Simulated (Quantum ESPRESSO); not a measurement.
# GaAs (F-43m) in Quantum ESPRESSO: a series of runs, part 2 of 2

Quantum ESPRESSO 7.5. Earlier steps stand in the parts before.

**3. Phonons, LDA**

File pw.in:

```
&CONTROL
  calculation = 'scf'
  prefix = 'pwscf'
  outdir = './tmp'
  pseudo_dir = './pseudo'
  tprnfor = .true.
  tstress = .true.
  disk_io = 'low'
/
&SYSTEM
  ibrav = 0
  nat = 2
  ntyp = 2
  ecutwfc = 80
  nbnd = 21
  occupations = 'smearing'
  smearing = 'fd'
  degauss = 0.00367493
/
&ELECTRONS
  conv_thr = 4d-10
  electron_maxstep = 120
  mixing_beta = 0.5
/
ATOMIC_SPECIES
As    74.9216 As.upf
Ga    69.7230 Ga.upf
CELL_PARAMETERS angstrom
   0.0000000000    2.8268500000    2.8268500000
   2.8268500000    0.0000000000    2.8268500000
   2.8268500000    2.8268500000    0.0000000000
ATOMIC_POSITIONS crystal
As     0.7500000000    0.7500000000    0.7500000000
Ga     0.0000000000    0.0000000000    0.0000000000
K_POINTS automatic
6 6 6 1 1 1
```

File relax.in:

```
&CONTROL
  calculation = 'vc-relax'
  prefix = 'pwscf'
  outdir = './tmp'
  pseudo_dir = './pseudo'
  tprnfor = .true.
  tstress = .true.
  disk_io = 'low'
  nstep = 40
  forc_conv_thr = 0.0001
  etot_conv_thr = 1d-06
/
&SYSTEM
  ibrav = 0
  nat = 2
  ntyp = 2
  ecutwfc = 80
  nbnd = 21
  occupations = 'smearing'
  smearing = 'fd'
  degauss = 0.00367493
/
&ELECTRONS
  conv_thr = 4d-10
  electron_maxstep = 120
  mixing_beta = 0.5
/
&IONS
  ion_dynamics = 'bfgs'
/
&CELL
  cell_dynamics = 'bfgs'
  press = 0
  press_conv_thr = 0.2
/
ATOMIC_SPECIES
As    74.9216 As.upf
Ga    69.7230 Ga.upf
CELL_PARAMETERS angstrom
   0.0000000000    2.8268500000    2.8268500000
   2.8268500000    0.0000000000    2.8268500000
   2.8268500000    2.8268500000    0.0000000000
ATOMIC_POSITIONS crystal
As     0.7500000000    0.7500000000    0.7500000000
Ga     0.0000000000    0.0000000000    0.0000000000
K_POINTS automatic
6 6 6 1 1 1
```

File scf2.in:

```
&CONTROL
  calculation = 'scf'
  prefix = 'pwscf'
  outdir = './tmp'
  pseudo_dir = './pseudo'
  tprnfor = .true.
  tstress = .true.
  disk_io = 'low'
/
&SYSTEM
  ibrav = 0
  nat = 2
  ntyp = 2
  ecutwfc = 80
  nbnd = 21
  occupations = 'fixed'
/
&ELECTRONS
  conv_thr = 1d-13
  electron_maxstep = 120
  mixing_beta = 0.5
  startingpot = 'file'
  startingwfc = 'file'
/
ATOMIC_SPECIES
As    74.9216 As.upf
Ga    69.7230 Ga.upf
CELL_PARAMETERS angstrom
   0.0000000000    2.8000713583    2.8000713583
   2.8000713583    0.0000000000    2.8000713583
   2.8000713583    2.8000713583    0.0000000000
ATOMIC_POSITIONS crystal
As     0.7500000000    0.7500000000    0.7500000000
Ga     0.0000000000    0.0000000000    0.0000000000
K_POINTS automatic
6 6 6 1 1 1
```

File ph.in:

```
phonons of GaAs
&INPUTPH
  prefix = 'pwscf'
  outdir = './tmp'
  tr2_ph = 1d-16
  fildyn = 'dyn'
  niter_ph = 60
  alpha_mix(1) = 0.7
  epsil = .true.
/
0.0000000000 0.0000000000 0.0000000000
```

File dynmat.in:

```
&INPUT
  fildyn = 'dyn'
  asr = 'crystal'
  lperm = .true.
  filout = 'dynmat.disp'
  fileig = 'dynmat.eig'
/
```

File dynmat_lo.in:

```
&INPUT
  fildyn = 'dyn'
  asr = 'crystal'
  filout = 'dynmat_lo.disp'
  fileig = 'dynmat_lo.eig'
  q(1) = 0
  q(2) = 0
  q(3) = 1
/
```

Potentials or basis: PseudoDojo 0.4.1 SR LDA standard.

Started as:

```bash
> OMP_NUM_THREADS=1 pw.x -in pw.in > pw.out
> OMP_NUM_THREADS=1 pw.x -in relax.in > relax.out
> OMP_NUM_THREADS=1 pw.x -in scf2.in > scf2.out
> OMP_NUM_THREADS=1 ph.x -in ph.in > ph.out
> OMP_NUM_THREADS=1 dynmat.x -in dynmat.in > dynmat.out
> OMP_NUM_THREADS=1 dynmat.x -in dynmat_lo.in > dynmat_lo.out
```

pw.out:

```text
This program is part of the open-source Quantum ESPRESSO suite
     for quantum simulation of materials; please cite
[... 9 lines left out ...]
     --------------------
     sticks:   dense  smooth     PW     G-vecs:    dense   smooth      PW
     Sum        1261    1261    379                29603    29603    4813

     Using Slab Decomposition

     bravais-lattice index     =            0
     lattice parameter (alat)  =       7.5547  a.u.
     unit-cell volume          =     304.8842 (a.u.)^3
     number of atoms/cell      =            2
     number of atomic types    =            2
     number of electrons       =        28.00
     number of Kohn-Sham states=           21
     kinetic-energy cutoff     =      80.0000  Ry
     charge density cutoff     =     320.0000  Ry
     scf convergence threshold =      4.0E-10
     mixing beta               =       0.5000
     number of iterations used =            8  plain     mixing
     Exchange-correlation= SLA  PW   NOGX NOGC
                           (   1   4   0   0   0   0   0)

     celldm(1)=   7.554690  celldm(2)=   0.000000  celldm(3)=   0.000000
     celldm(4)=   0.000000  celldm(5)=   0.000000  celldm(6)=   0.000000

     crystal axes: (cart. coord. in units of alat)
               a(1) = (   0.000000   0.707107   0.707107 )
               a(2) = (   0.707107   0.000000   0.707107 )
               a(3) = (   0.707107   0.707107   0.000000 )

     reciprocal axes: (cart. coord. in units 2 pi/alat)
               b(1) = ( -0.707107  0.707107  0.707107 )
               b(2) = (  0.707107 -0.707107  0.707107 )
               b(3) = (  0.707107  0.707107 -0.707107 )

     PseudoPot. # 1 for As read from file:
     As.upf
     Pseudo is Norm-conserving + core correction, Zval = 15.0
     Generated using ONCVPSP code by D. R. Hamann
     Using radial grid of 1326 points,  6 beta functions with:
                l(1) =   0
                l(2) =   0
                l(3) =   1
                l(4) =   1
                l(5) =   2
                l(6) =   2

     PseudoPot. # 2 for Ga read from file:
     Ga.upf
     Pseudo is Norm-conserving + core correction, Zval = 13.0
     Generated using ONCVPSP code by D. R. Hamann
     Using radial grid of 1858 points,  6 beta functions with:
                l(1) =   0
                l(2) =   0
                l(3) =   1
                l(4) =   1
                l(5) =   2
                l(6) =   2

     atomic species   valence    mass     pseudopotential
     As               15.00    74.92160     As( 1.00)
     Ga               13.00    69.72300     Ga( 1.00)

     24 Sym. Ops. (no inversion) found

   Cartesian axes

     site n.     atom                  positions (alat units)
         1        As     tau(   1) = (   1.0606602   1.0606602   1.0606602  )
         2        Ga     tau(   2) = (   0.0000000   0.0000000   0.0000000  )

     number of k points=    28  Fermi-Dirac smearing, width (Ry)=  0.0037
                       cart. coord. in units 2pi/alat
        k(    1) = (   0.0589256   0.0589256   0.0589256), wk =   0.0185185
        k(    2) = (   0.1767767   0.1767767  -0.0589256), wk =   0.0555556
        k(    3) = (   0.2946278   0.2946278  -0.1767767), wk =   0.0555556
        k(    4) = (  -0.2946278  -0.2946278   0.4124790), wk =   0.0555556
        k(    5) = (  -0.1767767  -0.1767767   0.2946278), wk =   0.0555556
        k(    6) = (  -0.0589256  -0.0589256   0.1767767), wk =   0.0555556
[... 20 lines left out ...]
        k(   27) = (   0.2946278   0.2946278   0.2946278), wk =   0.0185185
        k(   28) = (  -0.2946278  -0.2946278   0.8838835), wk =   0.0555556

     Dense  grid:    29603 G-vectors     FFT dimensions: (  45,  45,  45)

     Initial potential from superposition of free atoms

     starting charge      27.9977, renormalised to      28.0000
     Starting wfcs are   18 randomized atomic wfcs +    3 random wfcs

     Self-consistent Calculation

     iteration #  1     ecut=    80.00 Ry     beta= 0.50
     Davidson diagonalization with overlap
     ethr =  1.00E-02,  avg # of iterations =  5.4

     Threshold (ethr) on eigenvalues was too large:
     Diagonalizing with lowered threshold

     Davidson diagonalization with overlap
     ethr =  1.65E-04,  avg # of iterations =  3.2

     total energy              =    -364.71928152 Ry
     estimated scf accuracy    <       0.04636319 Ry
[... 43 lines left out ...]
     iteration #  8     ecut=    80.00 Ry     beta= 0.50
     Davidson diagonalization with overlap
     ethr =  6.35E-12,  avg # of iterations =  2.0

     End of self-consistent calculation

          k = 0.0589 0.0589 0.0589 (  3701 PWs)   bands (ev):

   -26.8442 -26.8442 -26.8442 -26.8338 -26.8338  -6.4250  -6.4172  -6.4172
    -6.3405  -6.3405  -4.2209   7.1909   8.3687   8.3687   9.6856  12.3118
    12.3462  12.3462  16.3213  18.1275  18.1275
[... 87 lines left out ...]
   -26.8449 -26.8425 -26.8424 -26.8343 -26.8329  -6.5266  -6.3734  -6.3715
    -6.3633  -6.3291  -1.8887   1.7403   5.5600   5.8776   9.9738  10.5136
    17.6552  17.9647  19.1363  21.2883  21.3100

          k =-0.5303 0.1768-0.0589 (  3686 PWs)   bands (ev):

   -26.8445 -26.8430 -26.8427 -26.8341 -26.8332  -6.5122  -6.3853  -6.3801
    -6.3553  -6.3324  -2.3031   2.3426   5.3658   6.0954  10.8211  11.9322
    14.6819  16.6741  18.6184  20.3704  21.6780

          k =-0.4125 0.0589 0.0589 (  3667 PWs)   bands (ev):
[... 61 lines left out ...]
   -26.8439 -26.8434 -26.8432 -26.8337 -26.8335  -6.5023  -6.3956  -6.3923
    -6.3413  -6.3378  -2.3599   1.9443   5.6303   7.0052  10.7249  12.9646
    13.9950  16.3215  17.8639  18.8710  19.4972

     the Fermi energy is     8.8958 ev

!    total energy              =    -364.72436536 Ry
     estimated scf accuracy    <          1.5E-10 Ry
     smearing contrib. (-TS)   =      -0.00000008 Ry
     internal energy E=F+TS    =    -364.72436528 Ry

     The total energy is F=E-TS. E is the sum of the following terms:
     one-electron contribution =    -193.13805783 Ry
     hartree contribution      =     114.68248392 Ry
     xc contribution           =     -87.91595760 Ry
     ewald contribution        =    -198.35283378 Ry

     convergence has been achieved in   8 iterations

     Forces acting on atoms (cartesian axes, Ry/au):

     atom    1 type  1   force =     0.00000000    0.00000000    0.00000000
     atom    2 type  2   force =     0.00000000    0.00000000   -0.00000000

     Total force =     0.000000     Total SCF correction =     0.000000

     Computing stress (Cartesian axis) and pressure

          total   stress  (Ry/bohr**3)                   (kbar)     P=      -20.81
  -0.00014148   0.00000000   0.00000000          -20.81        0.00        0.00
   0.00000000  -0.00014148   0.00000000            0.00      -20.81        0.00
   0.00000000   0.00000000  -0.00014148            0.00        0.00      -20.81

=------------------------------------------------------------------------------=
   JOB DONE.
=------------------------------------------------------------------------------=
```

It took 21 min on 1 thread of Arm Neoverse V1, shared host; peak memory 0.09 GiB.

Results:

```yaml
Free_energy: -4962.3354 eV
Relaxed_volume: 21.95 Å³/atom
Relaxed_cell: a = 3.960 Å, b = 3.960 Å, c = 3.960 Å, α = 60.00°, β = 60.00°, γ = 60.00°
Space_group_after_relaxing_to_0.05_Å: F-43m (No. 216)
Pressure_after_relaxing: -0.1 GPa
Electronic_dielectric_tensor_diagonal: 14.18
Born_charges_mean_of_the_diagonal: As -2.09; Ga +2.06 e
Highest_phonon_frequency_at_Γ_LO-TO_splitting_left_out: 269 cm⁻¹
Static_dielectric_tensor_diagonal: 16.02
```

The path:
```csv
step,energy change (eV),largest force (eV/Å),pressure (GPa),volume (Å³)
1,0.0000,0.0000,-2.08,45.18
2,-0.0051,0.0000,-1.33,44.70
3,-0.0084,0.0000,-0.14,43.99
4,-0.0084,0.0000,0.00,43.91
5,-0.0084,0.0000,0.00,43.91
```

Final structure:
```xyz
2
Lattice="0.0000 2.8001 2.8001 2.8001 0.0000 2.8001 2.8001 2.8001 0.0000" Properties=species:S:1:pos:R:3 pbc="T T T"
As    4.2001    4.2001    4.2001
Ga    0.0000    0.0000    0.0000
```

Levels at points of the mesh, in eV from the valence-band top:
| k point | band 12 | band 13 | band 14 | band 15 | band 16 | band 17 |
| --- | --- | --- | --- | --- | --- | --- |
| (0.08, 0.08, 0.08) | -1.13 | 0.00 | 0.00 | 1.47 | 3.98 | 4.00 |

Phonon frequencies in cm⁻¹ (negative: imaginary):
| q point | frequencies |
| --- | --- |
| (0.000, 0.000, 0.000) | 3 3 3 269 269 269 |

Electronic dielectric tensor:
```
14.18  0.00  0.00
 0.00 14.18  0.00
 0.00  0.00 14.18
```

Born effective charge tensors (e):
atom 1, As
```
-2.09  0.00  0.00
 0.00 -2.09  0.00
 0.00  0.00 -2.09
```
atom 2, Ga
```
2.06 0.00 0.00
0.00 2.06 0.00
0.00 0.00 2.06
```

Optical modes at Γ, degenerate ones joined, polar ones without the macroscopic field:
```
cm⁻¹  components  symmetry     active in  IR intensity, summed ((D/Å)²/amu)
 269           3        T2  IR and Raman                               8.23
```

Zone-centre frequencies without and with the macroscopic field along z (cm⁻¹):
```
                optical modes in rising order
       without                    269 269 269
with the field                    269 269 286
```

Static dielectric tensor, electrons and zone-centre modes:
```
16.02  0.00  0.00
 0.00 16.02  0.00
 0.00  0.00 16.02
```

Caveat: the shifted mesh misses Γ, where the gap is smaller or closed, so treating the crystal as an insulator may be wrong and the dielectric response too small.

**4. Comparison with measurements**

Step 3. A measured high-frequency dielectric constant of GaAs is 10.89 (300 K; a printed reference work, textbook); the calculated 14.18 misses it by +30.2 %. So large a miss can be the level of theory's own, or it may mean another phase, state or a wrong row.
